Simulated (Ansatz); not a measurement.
Sb in Ansatz: the effect of functional

Crystal: Sb.

```
CELL_PARAMETERS angstrom
3.16000 0.00000 0.00000
0.00000 3.16000 0.00000
0.00000 0.00000 3.16000
ATOMIC_POSITIONS crystal
Sb 0.00000 0.00000 0.00000
```

This isn't the form of Sb at room conditions, which is rhombohedral.

Alike in all runs:

| Quantity | Value |
| --- | --- |
| Program | Ansatz 0.2.0 |
| Task | single point |
| Potentials or basis | all-electron PAW datasets made for the crystal |
| k mesh | 6 × 6 × 6 |
| Occupations | fermi-dirac, width 0.05 eV |
| Spin | no spin polarisation |

```csv
functional,cutoff,pressure (GPa)
PBEsol,140 eV (chosen from the basis error),?
HSE06,270 eV (chosen from the basis error),-3.3
PBE0,270 eV (chosen from the basis error),-3.2
```

Problem. What does the run with functional PBEsol give?

Solution. Pressure -3.9 GPa.

Caveats: the k mesh is thin for a metal, which can move the energy by tens of meV per atom.

The runs don't all hold the same shells in valence.
